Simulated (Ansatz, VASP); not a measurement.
Re in VASP and in Ansatz

The input INCAR:

```
SYSTEM = Re
PREC = Accurate
ENCUT = 520
EDIFF = 1E-7
ISMEAR = -1
SIGMA = 0.05
LREAL = .FALSE.
LASPH = .TRUE.
NELM = 80
ALGO = Normal
ISIF = 2
LWAVE = .FALSE.
LCHARG = .FALSE.
GGA = PE
NBANDS = 14
```

Contents of KPOINTS:

```
Automatic mesh
0
G
  18 18 10
  0 0 0
```

Contents of POSCAR:

```
Re
1.0
    2.5854314113      0.0000000000      0.0000000000
   -1.2927157057      2.2390492819      0.0000000000
    0.0000000000      0.0000000000      4.1340662724
Re
2
Direct
    0.3333333333      0.6666666667      0.2500000000
    0.6666666667      0.3333333333      0.7500000000
```

Input for Ansatz:

```yaml
crystal:
  lattice:
    - [2.5854314113, 0.0, 0.0]
    - [-1.2927157057, 2.2390492819, 0.0]
    - [0.0, 0.0, 4.1340662724]
  atoms:
    - { symbol: Re, position: [0.3333333333, 0.6666666667, 0.25] }
    - { symbol: Re, position: [0.6666666667, 0.3333333333, 0.75] }
kpoints:
  mp_grid: { grid: [18, 18, 10] }
scf:
  occupations: { method: fermi_dirac, width: 0.05 }
hamiltonian:
  xc: pbe
  pseudopotentials: { kind: all_electron, lapw: { basis_error: 0.00025 } }
output:
  forces: true
  stress: true
  eigenvalues: true
```

Change from the starting cell: volume scaled by 0.98.

Alike in both runs: task single point; functional PBE; k mesh 18 × 18 × 10; occupations fermi-dirac, width 0.05 eV; no spin polarisation.

|  | VASP | Ansatz |
| --- | --- | --- |
| version | VASP 6.6.1 | Ansatz 0.2.0 |
| potentials or method | VASP PAW PBE potentials, release 64 (Re) | all-electron LAPW, scalar-relativistic |
| plane-wave cutoff (eV) | 520 | see its input |

```csv
,VASP,Ansatz,Ansatz less VASP
pressure (GPa),134.3,131.0,-3.36
largest component of the traceless stress (GPa),5.99,6.06,+0.070
```

Ansatz ran all-electron here, so the differences hold the error of VASP's frozen core and of both bases.

Caveats: the cell as given lies far from equilibrium; so large a pressure means that the cell lies far from this level's equilibrium, or that cutoff or potentials fall short (VASP). Spin-orbit coupling is left out, which matters for the levels of Re.
